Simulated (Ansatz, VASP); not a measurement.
**Two plane-wave programs on V2Si**

File INCAR:

```
SYSTEM = V2Si
PREC = Accurate
ENCUT = 520
EDIFF = 1E-7
ISMEAR = 0
SIGMA = 0.2
LREAL = .False.
LASPH = .True.
NELM = 80
ALGO = Fast
ISIF = 2
LWAVE = .False.
LCHARG = .True.
GGA = PE
LELF = .True.
LVHAR = .True.
NBANDS = 39
```

The input KPOINTS:

```
Automatic mesh
0
Gamma
  6 6 6
  0 0 0
```

Contents of POSCAR:

```
V2Si
1.0
    0.0000000000     -2.8421550113     -2.8421550113
   -2.8421550113      0.0000000000     -2.8421550113
    2.8421550113      2.8421550113     -5.6843100226
V Si
4 2
Direct
    0.6250000000      0.6250000000      0.1250000000
    0.1250000000      0.1250000000      0.6250000000
    0.8750000000      0.8750000000      0.3750000000
    0.3750000000      0.3750000000      0.8750000000
    1.0000000000      1.0000000000      0.0000000000
    0.5000000000      0.5000000000      0.5000000000
```

Input for Ansatz:

```yaml
crystal:
  lattice:
    - [0.0, -2.8421550113, -2.8421550113]
    - [-2.8421550113, 0.0, -2.8421550113]
    - [2.8421550113, 2.8421550113, -5.6843100226]
  atoms:
    - { symbol: V, position: [0.625, 0.625, 0.125] }
    - { symbol: V, position: [0.125, 0.125, 0.625] }
    - { symbol: V, position: [0.875, 0.875, 0.375] }
    - { symbol: V, position: [0.375, 0.375, 0.875] }
    - { symbol: Si, position: [1.0, 1.0, 0.0] }
    - { symbol: Si, position: [0.5, 0.5, 0.5] }
basis:
  ecutwfc: 420
kpoints:
  mp_grid: { grid: [6, 6, 6] }
hamiltonian:
  xc: pbe
scf:
  occupations: { method: gaussian, width: 0.2 }
  lower_state_search: "off"
output:
  forces: true
  stress: true
  eigenvalues: true
```

Alike in both runs: task single point; functional PBE; k mesh 6 × 6 × 6; occupations gaussian, width 0.2 eV; no spin polarisation.

|  | VASP | Ansatz |
| --- | --- | --- |
| version | VASP 6.6.1 | Ansatz 0.2.0 |
| potentials or method | VASP PAW PBE potentials, release 64 (V_sv, Si) | scalar-relativistic, plane waves, PAW |
| plane-wave cutoff (eV) | 520 | 420 |
| valence electrons in the cell | 60 | 60 |

```csv
,VASP,Ansatz,Ansatz less VASP
gap on the k mesh at the Fermi level (eV),none,none,-
pressure (GPa),0.3,0.1,-0.14
rms of the force components (eV/Å),0.007,0.007,0.0000
```

A gap of «none» marks a metal or a gap that the smearing closes.
